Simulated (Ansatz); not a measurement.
Reaction (cleavage of the B–B bond): `CBB(C)[SiH3]` + `CC(=O)O` → `CBOC(C)=O` + `CB[SiH3]`

Computed with Ansatz on PBE0-D4/def2-TZVP structures; ΔE is electronic, products minus reactants. CCSD(T)/CBS adds triple-zeta CCSD(T) − MP2 to the extrapolated MP2 energy (def2 sets, frozen cores). Each species was taken in one conformer, which may not be the lowest.

`CBB(C)[SiH3]`:

Cartesian coordinates in Å:
```
C -1.702 0.890 -1.330
B -0.273 1.014 -0.701
B 0.381 0.103 0.477
C 0.407 0.216 2.034
Si 1.284 -1.521 -0.372
H -1.657 0.808 -2.421
H -2.214 1.844 -1.139
H -2.332 0.090 -0.938
H 0.477 1.809 -1.222
H -0.502 -0.322 2.351
H 1.240 -0.282 2.533
H 0.304 1.234 2.417
H 2.742 -1.500 -0.055
H 0.703 -2.762 0.220
H 1.142 -1.621 -1.852
```

`CC(=O)O`:

Cartesian coordinates in Å:
```
C 0.041 -0.951 0.124
C -0.201 0.524 0.160
O -0.898 1.105 0.945
O 0.471 1.160 -0.818
H -0.269 -1.353 -0.842
H 1.108 -1.153 0.232
H -0.514 -1.432 0.925
H 0.263 2.101 -0.726
```

`CBOC(C)=O`:

Z-matrix (Å, degrees):
```
C
B 1 1.553
H 1 1.095 2 110.5
H 1 1.097 2 109.0 3 114.9
H 1 1.091 2 114.1 3 -123.5
O 2 1.376 1 118.3 3 124.8
H 2 1.196 1 123.2 3 -53.4
C 6 1.369 2 122.6 1 171.2
C 8 1.494 6 111.1 2 153.0
O 8 1.193 6 122.8 2 -29.0
H 9 1.092 8 109.7 6 -60.6
H 9 1.087 8 110.0 6 178.0
H 9 1.092 8 109.5 6 56.6
```

`CB[SiH3]`:

Z-matrix (Å, degrees):
```
C
B 1 1.550
H 1 1.092 2 114.9
H 1 1.106 2 102.7 3 113.8
H 1 1.091 2 116.1 3 -131.0
Si 2 2.018 1 124.4 3 151.8
H 2 1.201 1 118.6 3 -30.5
H 6 1.494 2 107.9 1 -112.4
H 6 1.491 2 111.7 1 130.1
H 6 1.491 2 114.0 1 7.1
```

| species | MP2/def2-QZVPP energy (Eh) |
| --- | --- |
| `CBB(C)[SiH3]` | -420.61990 |
| `CC(=O)O` | -228.78063 |
| `CBOC(C)=O` | -293.42931 |
| `CB[SiH3]` | -356.01584 |

(1) Work out ΔE.

Largest T1 diagnostic among the species: 0.015.

Results:

(1) ΔE = (-293.42931) + (-356.01584) − (-420.61990) − (-228.78063) = -0.04462 Eh = -117.1 kJ/mol. CCSD(T)/CBS gives -114.3 kJ/mol.

From PBE to PBE0 (25 % exact exchange), in def2-TZVPP and without D4, ΔE moves by −7.3 kJ/mol. The D4 term adds +4.1 kJ/mol with B3LYP and +2.4 kJ/mol with PBE0; it sums over pairs of atoms, weighted by their polarisabilities, and B3LYP, whose exchange is more repulsive, gets the larger term. In def2-TZVPP, CCSD(T) changes the Hartree–Fock value by +20.5 kJ/mol (the triples alone add +2.3 kJ/mol) and MP2 by +19.1 kJ/mol.

B3LYP here is the variant with VWN-RPA as its local correlation; programs differ in this.
